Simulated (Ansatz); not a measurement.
# Sb: the cost of one run

Computed with Ansatz 0.2.0 (DFT PBE, scalar-relativistic, plane waves, PAW, unless a step's input says otherwise).

### Step 1. Starting point

The structure is trigonal, space group P-3m1 (No. 164). Conventional cell: a = 4.252 Å, b = 4.252 Å, c = 9.706 Å, α = 90.00°, β = 90.00°, γ = 120.00°. Sb (site symmetry 3m) is surrounded by 3 Sb at 2.92 Å.

Coordinates:

```cif
data_structure
_symmetry_space_group_name_H-M 'P-3m1'
_symmetry_Int_Tables_number 164
_cell_length_a 4.2524
_cell_length_b 4.2524
_cell_length_c 9.7058
_cell_angle_alpha 90.000
_cell_angle_beta 90.000
_cell_angle_gamma 120.000
_cell_volume 152.00
loop_
_atom_site_label
_atom_site_type_symbol
_atom_site_symmetry_multiplicity
_atom_site_Wyckoff_symbol
_atom_site_fract_x
_atom_site_fract_y
_atom_site_fract_z
_atom_site_occupancy
Sb1 Sb 2 c 0.00000 0.00000 0.78921 1
Sb2 Sb 2 d 0.33333 0.66667 0.62699 1
```

The cell was relaxed beforehand at this level, from a generated guess; it needn't be the stable form of this composition. At a tolerance of 0.05 Å it has space group P-3m1 (No. 164); it has 38.00 Å³/atom, an uncorrected energy of +0.05 eV/atom over the standard state.

### Step 2. Static run: bands, density of states and charges

input.yaml

```yaml
crystal:
  lattice:
    - [4.2524400993, 0.0, 0.0]
    - [-2.1262200496, 3.682721154, 0.0]
    - [0.0, 0.0, 9.7057659728]
  atoms:
    - { symbol: Sb, position: [0.0, 0.0, 0.7892076523] }
    - { symbol: Sb, position: [0.0, 0.0, 0.2107923477] }
    - { symbol: Sb, position: [0.3333333333, 0.6666666667, 0.6269889138] }
    - { symbol: Sb, position: [0.6666666667, 0.3333333333, 0.3730110862] }
basis:
  ecutwfc: 420
kpoints:
  mp_grid: { grid: [12, 12, 6] }
  band_path:
    path:
      - [[0.0, 0.0, 0.0], [0.5, 0.0, 0.0], [0.33333333, 0.33333333, 0.0], [0.0, 0.0, 0.0], [0.0, 0.0, 0.5], [0.5, 0.0, 0.5], [0.33333333, 0.33333333, 0.5], [0.0, 0.0, 0.5]]
      - [[0.5, 0.0, 0.5], [0.5, 0.0, 0.0]]
      - [[0.33333333, 0.33333333, 0.5], [0.33333333, 0.33333333, 0.0]]
    npoints: 14
hamiltonian:
  xc: pbe
scf:
  occupations: { method: gaussian, width: 0.1 }
  n_extra_bands: 10
output:
  forces: true
  stress: true
  eigenvalues: true
  populations: true
  dos: { projected: true, de: 0.02, nscf_kmesh: { grid: [15, 15, 8] } }
  bader: true
  write_density: true
  write_potential: true
  elf: true
  volumetric_format: npy
```

Run with:

```bash
> ansatz run input.yaml --threads 1 --pin off --max-ram 2560MiB --backend cpu --events-out ev --progress --plain --runs-dir out
```

What time and memory should one allow on 1 thread of Arm Neoverse V1, shared host?

About 2.2 min, with a peak of 0.9 GiB.
